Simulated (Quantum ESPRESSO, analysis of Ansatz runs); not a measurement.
## Al2O3 (R-3c), nudged elastic band: V_O hop (2.6 Å) (q = 0) (Quantum ESPRESSO)

Wanted: path and barrier of a jump of O in Al2O3 (R-3c) at charge 0. The case: V_O hop (2.6 Å), in a cell of 80 host atoms with 1 O taken out.

Method: Quantum ESPRESSO plane-wave DFT, PBEsol, GBRV 1.5 PBEsol potentials; nudged elastic band between two relaxed defect structures, in Quantum ESPRESSO 7.5.

Most raw output is cut from this account.

**1. Set-up**

The cell holds 79 atoms: 32 Al and 47 O. Cell: a = 10.279 Å, b = 10.279 Å, c = 10.279 Å, α = 55.4°, β = 55.4°, γ = 55.4°. It derives from Al2O3 (space group R-3c). Nearest the centre at fractional (0.750, 0.250, 0.500): O57 at 1.29 Å, Al41 at 1.37 Å, Al53 at 1.41 Å, O64 at 2.28 Å, O79 at 2.30 Å, O46 at 2.50 Å, O56 at 2.51 Å, Al42 at 2.78 Å.

The cell's shortest repeat is 9.6 Å.

**2. Relaxation of the start point, charge 0**

The ends come first: from an unrelaxed start the top is counted from too high an energy, and the barrier comes out too low. Small random displacements break the symmetry of the ideal sites, so that the defect can distort if it gains by it.

File pw.in:

```
&CONTROL
  calculation = 'relax'
  prefix = 'pwscf'
  outdir = './tmp'
  pseudo_dir = './pseudo'
  tprnfor = .true.
  disk_io = 'low'
  nstep = 70
  forc_conv_thr = 0.0012
  etot_conv_thr = 0.0001
/
&SYSTEM
  ibrav = 0
  nat = 79
  ntyp = 2
  ecutwfc = 36
  ecutrho = 288
  nbnd = 193
  occupations = 'fixed'
  nosym = .true.
/
&ELECTRONS
  conv_thr = 8d-08
  electron_maxstep = 100
  mixing_beta = 0.5
/
&IONS
  ion_dynamics = 'bfgs'
/
ATOMIC_SPECIES
Al    26.9815 al_pbesol_v1.uspp.F.UPF
O     15.9990 o_pbesol_v1.2.uspp.F.UPF
CELL_PARAMETERS angstrom
   4.7750098535    2.7568532772    8.6755440955
  -4.7750098535    2.7568532772    8.6755440955
   0.0000000000   -5.5137065544    8.6755440955
ATOMIC_POSITIONS crystal
Al     0.3239534166    0.3239534166    0.3239534166
Al     0.4226627867    0.4266359628    0.4264060309
Al     0.0739534167    0.0739534167    0.0739534167
Al     0.1752979240    0.1797923569    0.1744723187
O      0.2205901812    0.0257353301    0.3785665208
O      0.4720739709    0.1250000000    0.2779260291
O      0.0243823279    0.3755130827    0.2229416041
O      0.3750000000    0.2220739709    0.0279260291
[... 67 atom lines left out ...]
O      0.5279260291    0.8750000000    0.7220739709
O      0.8750000000    0.7220739709    0.5279260291
O      0.6250000000    0.7779260291    0.9720739709
O      0.7797853999    0.9690646554    0.6273248287
K_POINTS gamma
```

The run is started by

```
> OMP_NUM_THREADS=1 mpirun -n 8 pw.x -in pw.in > pw.out
```

It took 90 s on 8 MPI ranks of Arm Neoverse V1, shared host; peak memory 1.2 GiB.

Relaxation path:

```
step  energy less that of the first step (eV)
   0                                   0.0000
   1                                  -0.1999
   2                                  -0.2816
   3                                  -0.2994
   4                                  -0.3128
   5                                  -0.3191
   6                                  -0.3218
   7                                  -0.3240
   8                                  -0.3250
```

The atoms that moved most (Å):

```csv
atom,dx,dy,dz,length
Al2,0.094,0.009,0.070,0.118
Al41,-0.050,-0.043,-0.046,0.080
O79,-0.042,0.023,-0.009,0.048
O56,0.010,0.033,-0.022,0.041
O46,-0.039,-0.009,0.003,0.040
O18,0.035,-0.002,-0.014,0.037
Al42,0.026,0.015,-0.019,0.035
O57,-0.009,-0.014,0.030,0.034
```

Neighbours of O57 at the end:

```
atom  distance (Å)
Al53         1.854
Al13         1.871
Al42         1.969
Al41         1.984
  O7         2.530
 O64         2.532
  O9         2.630
 O79         2.719
 O59         2.726
 O55         2.733
 O46         2.734
```

Read from the output:

```yaml
highest_filled_level: 9.679 eV
lowest_empty_level: 13.69 eV
r_m_s_move_of_the_farther_half_of_the_atoms: 0.005632 Å
largest_move_from_the_ideal_geometry_of_this_structure_a_common_shift_of_the_far_atoms_taken_out: 0.09890 Å
```

The relaxation gained 0.325 eV and ended with a largest force component of 0.030 eV/Å.

**3. Relaxation of the end point, charge 0**

The end point is relaxed in the same cell and settings, so that the two energies compare. Atoms more than 3.2 Å from the middle of the hop start where the first relaxation left them, the nearer ones on or close to their ideal places, with small random displacements.

File pw.in:

```
&CONTROL
  calculation = 'relax'
  prefix = 'pwscf'
  outdir = './tmp'
  pseudo_dir = './pseudo'
  tprnfor = .true.
  disk_io = 'low'
  nstep = 70
  forc_conv_thr = 0.0012
  etot_conv_thr = 0.0001
/
&SYSTEM
  ibrav = 0
  nat = 79
  ntyp = 2
  ecutwfc = 36
  ecutrho = 288
  nbnd = 193
  occupations = 'fixed'
  nosym = .true.
/
&ELECTRONS
  conv_thr = 8d-08
  electron_maxstep = 100
  mixing_beta = 0.5
/
&IONS
  ion_dynamics = 'bfgs'
/
ATOMIC_SPECIES
Al    26.9815 al_pbesol_v1.uspp.F.UPF
O     15.9990 o_pbesol_v1.2.uspp.F.UPF
CELL_PARAMETERS angstrom
   4.7750098535    2.7568532772    8.6755440955
  -4.7750098535    2.7568532772    8.6755440955
   0.0000000000   -5.5137065544    8.6755440955
ATOMIC_POSITIONS crystal
Al     0.3239278299    0.3248705064    0.3244542170
Al     0.4259733911    0.4270710336    0.4249870479
[... 4 atom lines left out ...]
O      0.0277631419    0.3761689413    0.2211907468
[... 8 atom lines left out ...]
O      0.4721281340    0.1255123090    0.7784718521
[... 24 atom lines left out ...]
Al     0.8241765743    0.3245478700    0.3227086603
Al     0.9269774140    0.4264569004    0.4250422522
[... 3 atom lines left out ...]
O      0.9715206267    0.1252227381    0.2789891806
[... 5 atom lines left out ...]
Al     0.5731585351    0.0737408281    0.5738895459
Al     0.6753804152    0.1772030851    0.6754233795
[... 2 atom lines left out ...]
O      0.5282021634    0.3759836773    0.7210314487
O      0.6241183967    0.2786615972    0.4727571696
[... 6 atom lines left out ...]
O      0.7216837521    0.5269503382    0.3758866150
[... 7 atom lines left out ...]
Al     0.5742483563    0.5747680052    0.5727566139
[... 6 atom lines left out ...]
O      0.7773467125    0.9727575148    0.6241679416
K_POINTS gamma
```

Wall time 89 s (8 MPI ranks); peak memory 1.3 GiB.

Step by step:

| step | energy less that of the first step (eV) |
| --- | --- |
| 0 | 0.0000 |
| 1 | -0.0774 |
| 2 | -0.1122 |
| 3 | -0.1262 |
| 4 | -0.1361 |
| 5 | -0.1412 |
| 6 | -0.1440 |
| 7 | -0.1453 |
| 8 | -0.1460 |

The atoms that moved most (Å):

```csv
atom,dx,dy,dz,length
Al13,-0.090,0.000,-0.056,0.106
Al53,0.051,0.064,0.053,0.097
O7,0.007,-0.028,-0.001,0.029
Al4,0.023,0.014,-0.001,0.027
Al52,0.001,-0.001,0.024,0.024
Al11,0.017,0.013,-0.005,0.022
Al33,-0.014,-0.016,0.002,0.021
Al22,-0.014,-0.016,0.002,0.021
```

Neighbours of O57 at the end:

```csv
atom,distance (Å)
Al41,1.854
Al2,1.871
Al52,1.969
Al53,1.985
O16,2.531
O79,2.534
O18,2.629
O64,2.718
O45,2.726
O47,2.733
O56,2.733
```

This step gave:

- highest filled level: 9.678 eV
- lowest empty level: 13.69 eV
- r.m.s. move of the farther half of the atoms: 0.005769 Å
- largest move from the ideal geometry of this structure, a common shift of the far atoms taken out: 0.09756 Å

The relaxation gained 0.146 eV and ended with a largest force component of 0.025 eV/Å. The end lies within 1 meV of the start.

**4. Nudged elastic band, charge 0**

3 movable images are laid between the ends by interpolation. Each image feels the true force across the path and a spring force along it. The highest image is set to climb to the top of the path.

This step: Quantum ESPRESSO plane-wave DFT, PBEsol, GBRV 1.5 PBEsol potentials; nudged elastic band between two relaxed defect structures.

File neb.in:

```
BEGIN
BEGIN_PATH_INPUT
&PATH
  restart_mode = 'from_scratch'
  string_method = 'neb'
  nstep_path = 45
  ds = 1.5
  opt_scheme = 'broyden'
  num_of_images = 5
  k_max = 0.3
  k_min = 0.2
  CI_scheme = 'auto'
  path_thr = 0.06
/
END_PATH_INPUT
BEGIN_ENGINE_INPUT
&CONTROL
  prefix = 'pwscf'
  outdir = './tmp'
  pseudo_dir = './pseudo'
  disk_io = 'low'
/
&SYSTEM
  ibrav = 0
  nat = 79
  ntyp = 2
  ecutwfc = 36
  ecutrho = 288
  nbnd = 193
  occupations = 'fixed'
  nosym = .true.
/
&ELECTRONS
  conv_thr = 8d-08
  electron_maxstep = 100
  mixing_beta = 0.5
/
ATOMIC_SPECIES
Al    26.9815 al_pbesol_v1.uspp.F.UPF
O     15.9990 o_pbesol_v1.2.uspp.F.UPF
CELL_PARAMETERS angstrom
   4.7750098535    2.7568532772    8.6755440955
  -4.7750098535    2.7568532772    8.6755440955
   0.0000000000   -5.5137065544    8.6755440955
BEGIN_POSITIONS
FIRST_IMAGE
ATOMIC_POSITIONS crystal
Al     0.3236575605    0.3249810221    0.3247020045
Al     0.4358124251    0.4200027069    0.4279660972
Al     0.0735596939    0.0741348181    0.0741871393
Al     0.1733312446    0.1780063397    0.1771680444
O      0.2213391087    0.0284696167    0.3752551073
O      0.4714629764    0.1254939626    0.2782608846
O      0.0262110378    0.3754900383    0.2232624467
O      0.3744317948    0.2222528716    0.0279985442
O      0.1245027008    0.2774094821    0.4731425159
O      0.2775703996    0.4719234906    0.1255310918
Al     0.3233688355    0.3246097408    0.8242375730
Al     0.4253330750    0.4262493580    0.9269642713
Al     0.0739744584    0.0738355392    0.5741270931
Al     0.1750961763    0.1762675277    0.6766551592
O      0.2219355396    0.0283303042    0.8749856062
O      0.4726769332    0.1264559710    0.7759811831
O      0.0278417590    0.3751384354    0.7221991240
O      0.3757631459    0.2212384529    0.5278810323
O      0.1246061903    0.2783174576    0.9722022321
O      0.2787668840    0.4713338750    0.6250999748
Al     0.3234026557    0.8244382673    0.3240466972
Al     0.4257710785    0.9263840572    0.4262392000
Al     0.0731251948    0.5734458203    0.0748640070
Al     0.1760270103    0.6755316984    0.1769695434
O      0.2230084096    0.5271935672    0.3748337084
O      0.4720422240    0.6252686384    0.2780107445
O      0.0275748072    0.8750807872    0.2222166668
O      0.3747670724    0.7220918075    0.0280985350
O      0.1246818286    0.7783624180    0.4720150755
O      0.2772887122    0.9727544464    0.1250356077
Al     0.3233525201    0.8237349007    0.8244284344
Al     0.4255819356    0.9259135763    0.9265707305
Al     0.0758283376    0.5731844940    0.5724808507
Al     0.1757439335    0.6762948784    0.6760304325
O      0.2217737456    0.5283034351    0.8751127417
O      0.4717289472    0.6247592782    0.7784276129
O      0.0270994284    0.8754467306    0.7220394543
O      0.3745796365    0.7223005334    0.5284122619
O      0.1246464917    0.7780876462    0.9723170548
O      0.2776740577    0.9717353399    0.6255709895
Al     0.8128162148    0.3223654915    0.3307570484
Al     0.9255086756    0.4255414050    0.4254556783
Al     0.5730666093    0.0742309909    0.0746767385
Al     0.6758463817    0.1761888126    0.1761631675
O      0.7212190129    0.0295388566    0.3755021164
O      0.9703599428    0.1252668530    0.2791160772
O      0.5287276589    0.3746060132    0.2216656121
O      0.8747423908    0.2220625127    0.0281538920
O      0.7769264952    0.4724797743    0.1253191119
Al     0.8234603002    0.3243377730    0.8239645108
Al     0.9258263144    0.4263104617    0.9262538396
Al     0.5731181752    0.0725907014    0.5750345837
Al     0.6760855604    0.1750681731    0.6783031139
O      0.7215207731    0.0277362276    0.8760651151
O      0.9713091539    0.1249395255    0.7787686258
O      0.5279844864    0.3748779461    0.7208452806
O      0.8732975229    0.2224550766    0.5292210949
O      0.6245591569    0.2782208822    0.9718269333
O      0.7777459965    0.4721752656    0.6249457600
Al     0.8238799093    0.8233848141    0.3242334366
Al     0.9258044430    0.9262511469    0.4259114177
Al     0.5734547658    0.5739650209    0.0743990658
Al     0.6757475678    0.6760751041    0.1764480065
O      0.7201422764    0.5285167537    0.3760769920
O      0.9713625403    0.6248645138    0.2785512533
O      0.5277416624    0.8752690268    0.2223060981
O      0.8744994733    0.7221428077    0.0285710555
O      0.6246477897    0.7785423835    0.4724305427
O      0.7776179759    0.9721339195    0.1257006299
Al     0.8237691733    0.8238631745    0.8244716730
Al     0.9259585999    0.9259581664    0.9268102935
Al     0.5734433692    0.5741363033    0.5743885876
Al     0.6762131628    0.6758309525    0.6762933460
O      0.7215382647    0.5281837289    0.8752323359
O      0.9718293641    0.6254045852    0.7777576740
O      0.5278380468    0.8747202031    0.7225256093
O      0.8748417788    0.7224539121    0.5282664590
O      0.6246463164    0.7787798588    0.9717316360
O      0.7764876135    0.9744716205    0.6241697053
INTERMEDIATE_IMAGE
ATOMIC_POSITIONS crystal
Al     0.3237075582    0.3246997829    0.3244856307
Al     0.4328429758    0.4218339320    0.4274918201
[... 77 atom lines left out ...]
INTERMEDIATE_IMAGE
ATOMIC_POSITIONS crystal
Al     0.3240280235    0.3244956055    0.3242904128
Al     0.4306274201    0.4232115801    0.4271313340
[... 77 atom lines left out ...]
INTERMEDIATE_IMAGE
ATOMIC_POSITIONS crystal
Al     0.3241555745    0.3242839833    0.3241010858
Al     0.4282729691    0.4246714211    0.4267405414
[... 77 atom lines left out ...]
LAST_IMAGE
ATOMIC_POSITIONS crystal
Al     0.3242087974    0.3240397017    0.3237960872
Al     0.4253445319    0.4264643037    0.4262864267
[... 4 atom lines left out ...]
O      0.0266935332    0.3738188865    0.2246540607
[... 8 atom lines left out ...]
O      0.4731513758    0.1246442182    0.7773559641
[... 24 atom lines left out ...]
Al     0.8233199182    0.3250932368    0.3222702531
Al     0.9262476008    0.4279809248    0.4252685122
[... 3 atom lines left out ...]
O      0.9713483790    0.1253736285    0.2795650126
[... 5 atom lines left out ...]
Al     0.5739672960    0.0746098496    0.5751110195
Al     0.6864816470    0.1778365336    0.6698861396
[... 2 atom lines left out ...]
O      0.5290726633    0.3749292695    0.7214062091
O      0.6260138665    0.2778843592    0.4712994866
[... 6 atom lines left out ...]
O      0.7228993620    0.5257132703    0.3764337323
[... 14 atom lines left out ...]
O      0.7792754207    0.9715101080    0.6245215314
END_POSITIONS
K_POINTS gamma
END_ENGINE_INPUT
END
```

The run is started by

```
> OMP_NUM_THREADS=1 mpirun -n 8 neb.x -ni 2 -inp neb.in > neb.out
```

The job ended after 9.1 min (8 MPI ranks; peak memory 1.9 GiB; 73 min of CPU time).

The path, image by image:

| image | path (Å) | energy (eV) | O57: x, y, z (Å) |
| --- | --- | --- | --- |
| 0 | 0.000 | 0.0000 | 3.108, 0.103, 14.098 |
| 1 | 0.814 | 2.3896 | 2.740, 0.052, 13.527 |
| 2 | 1.481 | 4.5783 | 2.386, -0.002, 13.014 |
| 3 | 2.147 | 2.3903 | 2.032, -0.056, 12.501 |
| 4 | 2.962 | -0.0003 | 1.662, -0.107, 11.931 |

Numbers from this step:

```
barrier forward  : 4.578 eV
barrier backward : 4.579 eV
end less start   : -3.34e-4 eV
hop length       : 2.613 Å
```

The band met its tolerance of 0.06 eV/Å after 11 iterations, with image 2 on top (the start counts as 0). O57, which moves farthest between the ends, has 4 Al at 1.85 to 1.98 Å nearest at the start and 2 Al at 1.66 Å at the top.

**5. Summary of results**

```json
{
  "barrier forward": "4.58 eV",
  "barrier backward": "4.58 eV",
  "end less start": "0.00 eV",
  "hop length": "2.61 Å",
  "band iterations, as the log counts them": "11"
}
```

In words: The top of the band lies 4.58 eV above the start and 4.58 eV above the end, which are alike in energy and neighbours. With an assumed prefactor of 1e13 per second it gives one hop a second along this one path at about 1770 K; whether such hops link up through the crystal wasn't checked. At the top O57 stands 1.66 Å from its nearest Al, 0.19 Å closer than at the start. The order of the top as a saddle was not checked for all atoms, so a bent path could be lower. What this leaves open: sampling at the zone centre alone can move energies of charged and open-shell states by tenths of an eV or more in cells of this size. The cutoff of 36 Ry is under the 40 Ry advised for these potentials.

[Logs are printed without paths, hosts, clocks, repeated set-up lines and the standing remarks that a program may print on its own settings, such as how far it seeks lower states.]

[Hosts, paths, dates, database ids (printed as entryN), source tags and the programs' standing remarks are cut or masked in the printed files.]
